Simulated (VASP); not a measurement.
**Ti: single point with PBEsol**

Ti:

```
Ti
1.0
     3.75649    0.00000    0.00000
    -1.87825    3.25322    0.00000
     0.00000    0.00000    4.26187
Ti
3
Cartesian
  0.8467 0.0000 1.4206
  -0.4234 0.7333 2.8412
  1.4549 2.5199 0.0000
```

The cell was built by a generator and needn't be a form met in nature.

| Item | Value |
| --- | --- |
| Program | VASP 6.6.1 |
| Task | single point |
| Functional | PBEsol |
| Potentials or basis | VASP PAW PBE potentials, release 64 (Ti_sv) |
| Cutoff | 520 eV |
| k mesh | 6 × 6 × 4 |
| Occupations | gaussian, width 0.1 eV |
| Spin | no spin polarisation |
| Dipole correction | no |
| Further INCAR settings | ALGO = Normal; EDIFF = 1e-07; NBANDS = 25 |

```
Pressure               : 3.3 GPa
Largest force          : 2.533 eV/Å
Band gap on the k mesh : none (metal or under the smearing width)
```

Forces in eV/Å, atoms in the order of the input:
```
Ti   2.533  0.000  0.000
Ti  -1.266  2.193  0.000
Ti  -1.266 -2.193  0.000
```

Stress tensor (GPa, compression positive):
```
3.58 0.00 0.00
0.00 3.58 0.00
0.00 0.00 2.80
```

Levels at points of the mesh, in eV from the Fermi level:
```csv
k point,band 16,band 17,band 18,band 19,band 20,band 21
"(0.00, 0.00, 0.00)",-1.28,-1.16,-1.16,0.32,1.18,1.18
"(0.50, 0.00, 0.00)",-0.59,-0.50,0.03,0.47,0.58,1.12
"(0.00, 0.00, 0.50)",-1.34,-1.34,-0.54,0.10,0.10,0.47
"(0.50, 0.00, 0.50)",-1.31,-0.38,-0.25,0.55,1.43,1.59
```

Wall time 27 s on 1 thread of AMD EPYC 9R14 (Zen 4) (shared host), peak memory 0.14 GiB.

Caveat: the k mesh is coarse (spacing up to 0.37 Å⁻¹), so the values aren't converged; the PAW data sets were made with another functional, which shifts forces and pressure a little.
